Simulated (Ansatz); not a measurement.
## O (C2/m): the volume from the results

```
O
1.0
     2.85140   -1.66242    0.00000
     2.85140    1.66242    0.00000
    -2.39449    0.00000    3.64705
O
2
Direct
  0.02545 0.02545 0.15557
  0.97455 0.97455 0.84443
```

The reference geometry is a structure from the Materials Project; nothing is relaxed.

Functional, mesh and filling: PBE, 10×10×8 k mesh, Fermi–Dirac smearing of 0.05 eV. PAW means Ansatz 0.2.0 on its default frozen-core files. Site moments are integrated in spheres about the atoms. Start moments (μB): O1 1, O2 1.

The cell is scaled evenly, and every run starts from the same moments. Some of the runs:

```
V/V₀  cell moment (μB)  largest site moment (μB)  F − F(V₀) (meV/atom)  pressure (GPa)
0.85              2.00                      0.51                   103            13.7
   1              2.00                      0.56                     0             0.7
 1.1              2.00                      0.59                    19            -3.9
```

Problem. Another run of the series gave cell moment (μB) = 2.00, largest site moment (μB) = 0.55, F − F(V₀) (meV/atom) = 12, pressure (GPa) = 4.0. At which V/V₀ was it made?
A. 1.05
B. 0.72
C. 1.18
D. 0.95
E. 0.9
F. 0.8

Solution. D. V/V₀ = 0.95.

Problem. Another run of the series gave cell moment (μB) = 2.00, largest site moment (μB) = 0.47, F − F(V₀) (meV/atom) = 441, pressure (GPa) = 37.3. At which V/V₀ was it made?
A. 0.72
B. 1.05
C. 0.9
D. 1.18
E. 0.95
F. 0.8

Solution. A. V/V₀ = 0.72.

The whole series:

| V/V₀ | cell moment (μB) | largest site moment (μB) | F − F(V₀) (meV/atom) | pressure (GPa) |
| --- | --- | --- | --- | --- |
| 0.72 | 2.00 | 0.47 | 441 | 37.3 |
| 0.8 | 2.00 | 0.50 | 196 | 20.8 |
| 0.85 | 2.00 | 0.51 | 103 | 13.7 |
| 0.9 | 2.00 | 0.53 | 45 | 8.2 |
| 0.95 | 2.00 | 0.55 | 12 | 4.0 |
| 1 | 2.00 | 0.56 | 0 | 0.7 |
| 1.05 | 2.00 | 0.57 | 4 | -1.9 |
| 1.1 | 2.00 | 0.59 | 19 | -3.9 |
| 1.18 | 2.00 | 0.61 | 64 | -6.3 |

Under strong compression frozen cores are worth checking against an all-electron run. The Ansatz runs typed with the search for lower states off end where their start leads. The magnetic state is the one that this cell and start allow. It needn't be the compound's measured order, which may need a larger cell or be absent.
